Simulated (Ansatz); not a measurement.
**Ti: a sweep of one setting**

```
Ti
1.0
     2.64046    0.00000    0.00000
     0.00000    2.64046    0.00000
     0.00000    0.00000    2.64046
Ti
1
Cartesian
  0.0000 0.0000 0.0000
```

The cell was built from the sc type and relaxed in the same program, and has space group Pm-3m; it needn't be a known or the stable phase.

Theory: DFT, PBE, PAW with Ansatz's default frozen-core files, scalar-relativistic in Ansatz 0.2.0.

Numerical set-up: a Γ-centred 15×15×15 k mesh, Fermi–Dirac smearing of 0.05 eV, cutoff 420 eV, no spin polarisation. One setting is then changed at a time.

P includes the program's estimate of the Pulay (finite-basis) term, listed apart; without it the pressure would be far more sensitive to the cutoff.

| PAW cutoff (eV) | free energy less the base's (meV/atom) | P (GPa) | Pulay term in P (GPa) |
| --- | --- | --- | --- |
| 420 (base) | 0.0 | 0.02 | 0.02 |
| 150 | 22531 | -48.57 | 511.35 |
| 300 | 120 | -0.08 | 9.82 |
| 350 | 7.6 | 0.00 | 1.03 |
| 500 | -0.9 | 0.00 | 0.02 |
| 800 | -1.4 | -0.01 | 0.00 |
